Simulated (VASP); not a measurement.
# SnSe: band structure with TB-mBJ

**The experiment to reproduce.**

From “Linear dichroism of the optical properties of SnS and SnSe van der Waals crystals”, 2024, arxiv:2409.17412, for a bulk crystal of SnSe at 20 K: band gap 1.07 eV (direct).

Crystal: SnSe.

```
CELL_PARAMETERS angstrom
11.48649 0.00000 0.00000
0.00000 4.17221 0.00000
0.00000 0.00000 4.37968
ATOMIC_POSITIONS crystal
Sn 0.11763 0.25000 0.09317
Sn 0.38237 0.75000 0.59317
Sn 0.61763 0.25000 0.40683
Sn 0.88237 0.75000 0.90683
Se 0.35703 0.25000 0.02202
Se 0.14297 0.75000 0.52202
Se 0.85703 0.25000 0.47798
Se 0.64297 0.75000 0.97798
```

- Program: VASP 6.6.1
- Task: band structure
- Functional: TB-mBJ
- Potentials or basis: VASP PAW PBE potentials, release 64 (Sn_d, Se)
- Cutoff: 520 eV
- k mesh: 4 × 8 × 8
- Occupations: gaussian, width 0.03 eV
- Spin: no spin polarisation
- Further INCAR settings: ALGO = Normal; EDIFF = 1e-06; NBANDS = 50

* Band gap on the k mesh: 0.86 eV, indirect (least direct gap 1.23 eV)
* Band gap along the path: 0.83 eV, indirect (least direct gap 0.87 eV)

Levels at the corners of the path, in eV from the valence-band top:
```
point  band 37  band 38  band 39  band 40  band 41  band 42  band 43  band 44
    Γ    -1.80    -1.31    -0.76    -0.63     0.83     3.27     3.48     3.51
    X    -0.92    -0.92    -0.66    -0.66     1.28     1.28     1.69     1.69
    X    -0.92    -0.92    -0.66    -0.66     1.28     1.28     1.69     1.69
    S    -2.37    -2.37    -1.57    -1.57     2.84     2.84     3.18     3.18
    S    -2.37    -2.37    -1.57    -1.57     2.84     2.84     3.18     3.18
    Y    -0.66    -0.66    -0.15    -0.15     1.53     1.53     1.65     1.65
    Y    -0.66    -0.66    -0.15    -0.15     1.53     1.53     1.65     1.65
    Γ    -1.80    -1.31    -0.76    -0.63     0.83     3.27     3.48     3.51
    Γ    -1.80    -1.31    -0.76    -0.63     0.83     3.27     3.48     3.51
    Z    -2.07    -2.07    -0.66    -0.66     2.78     2.78     3.13     3.13
    Z    -2.07    -2.07    -0.66    -0.66     2.78     2.78     3.13     3.13
    U    -0.87    -0.87    -0.87    -0.87     1.69     1.69     1.69     1.69
    U    -0.87    -0.87    -0.87    -0.87     1.69     1.69     1.69     1.69
    R    -1.67    -1.67    -1.67    -1.67     2.67     2.67     2.67     2.67
    R    -1.67    -1.67    -1.67    -1.67     2.67     2.67     2.67     2.67
    T    -0.45    -0.45    -0.14    -0.14     1.45     1.45     1.70     1.70
    T    -0.45    -0.45    -0.14    -0.14     1.45     1.45     1.70     1.70
    Z    -2.07    -2.07    -0.66    -0.66     2.78     2.78     3.13     3.13
    Y    -0.66    -0.66    -0.15    -0.15     1.53     1.53     1.65     1.65
    T    -0.45    -0.45    -0.14    -0.14     1.45     1.45     1.70     1.70
    U    -0.87    -0.87    -0.87    -0.87     1.69     1.69     1.69     1.69
    X    -0.92    -0.92    -0.66    -0.66     1.28     1.28     1.69     1.69
    S    -2.37    -2.37    -1.57    -1.57     2.84     2.84     3.18     3.18
    R    -1.67    -1.67    -1.67    -1.67     2.67     2.67     2.67     2.67
```

Wall time 17 min on 2 MPI ranks on Intel(R) Xeon(R) 6975P-C (Granite Rapids), with other jobs on the host, peak memory 1.1 GiB a rank.

Measured gap of SnSe: 1.07 eV (direct; 20 K; “Linear dichroism of the optical properties of SnS and SnSe van der Waals crystals”, 2024, arxiv:2409.17412). This calculation gives 0.83 eV (-0.24 eV). 3 values of this kind are on record (0.89 to 1.07 eV); this one was drawn at random among those near their median. Spin-orbit coupling on Se, Sn is left out. The value is that of TB-mBJ, without temperature or zero-point motion.

Caveat: spin-orbit coupling is left out, which moves the levels of the heavy elements.
